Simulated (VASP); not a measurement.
Wanted: the native input for a VASP 6.6.1 run.

| Property | Result |
| --- | --- |
| Task | single point |
| Functional | PBE |
| Potentials or basis | VASP PAW PBE potentials, release 64 (In_d, P) |
| Cutoff | 520 eV |
| k mesh | 10 × 10 × 10 |
| Occupations | gaussian, width 0.02 eV |
| Spin | no spin polarisation |
| Dipole correction | no |
| Further INCAR settings | ALGO = Fast; EDIFF = 1e-07; NBANDS = 16 |

The structure of InP lies in POSCAR:

```
InP
1.0
    0.0000000000      2.9800342075      2.9800342075
    2.9800342075      0.0000000000      2.9800342075
    2.9800342075      2.9800342075      0.0000000000
In P
1 1
Direct
    0.0000000000      0.0000000000      0.0000000000
    0.7500000000      0.7500000000      0.7500000000
```

One way to write it, as run:

INCAR

```
SYSTEM = InP
PREC = Accurate
ENCUT = 520
EDIFF = 1E-7
ISMEAR = 0
SIGMA = 0.02
LREAL = .False.
LASPH = .True.
NELM = 100
ALGO = Fast
ISIF = 2
LWAVE = .False.
LCHARG = .True.
GGA = PE
LELF = .True.
LVHAR = .True.
NBANDS = 16
```

KPOINTS

```
regular mesh
0
Gamma
  10 10 10
  0 0 0
```

Potentials or basis: VASP PAW PBE potentials, release 64 (In_d, P).

Launch:

```sh
$ cat potpaw_PBE.64/In_d/POTCAR potpaw_PBE.64/P/POTCAR > POTCAR
$ mpirun -np 1 vasp_std > vasp.out
```

Results of the run:

| Property | Result |
| --- | --- |
| Pressure | -0.1 GPa |
| Band gap on the k mesh | 0.44 eV, direct |

Caveat: spin-orbit coupling is left out, which moves the levels of the heavy elements.

Wall time 52 s on 1 thread of Intel(R) Xeon(R) Platinum 8259CL CPU @ 2.50GHz (Skylake/Cascade Lake), on a shared host, peak memory 0.19 GiB.
